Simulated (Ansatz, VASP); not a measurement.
Two plane-wave programs on SnO2

```
CELL_PARAMETERS angstrom
3.23058 0.00000 0.00000
-1.61529 2.79776 0.00000
0.00000 0.00000 10.79056
ATOMIC_POSITIONS crystal
Sn 0.00000 0.00000 0.50000
Sn 0.00000 0.00000 0.00000
O 0.66667 0.33333 0.40586
O 0.33333 0.66667 0.59414
O 0.33333 0.66667 0.90586
O 0.66667 0.33333 0.09414
```

Measurements of this composition are mostly on another form, of space group No. 136.

Alike in both runs: task single point; functional PBE; k mesh 6 × 6 × 2; no spin polarisation.

|  | VASP | Ansatz |
| --- | --- | --- |
| version | VASP 6.6.1 | Ansatz 0.2.0 |
| potentials or method | VASP PAW PBE potentials, release 64 (Sn_d, O) | plane waves, PAW |
| plane-wave cutoff (eV) | 520 | 420 |
| occupations | gaussian, width 0.01 eV | fixed |
| valence electrons in the cell | 52 | 52 |

Ansatz gave:

| Property | Result |
| --- | --- |
| gap on the k mesh at the Fermi level (eV) | 2.13 |
| pressure (GPa) | -0.4 |
| largest component of the traceless stress (GPa) | 0.60 |
| rms of the force components (eV/Å) | 0.045 |

What did VASP give for the same quantities?

gap on the k mesh at the Fermi level (eV): 2.11; pressure (GPa): 0.1; largest component of the traceless stress (GPa): 0.29; rms of the force components (eV/Å): 0.022.

Atom by atom the forces differ by 0.023 eV/Å (rms over components).

Caveats: spin-orbit coupling is left out, which moves the levels of the heavy elements. A k mesh can miss the band edges. As with any semilocal functional, this PBE gap is likely too small.
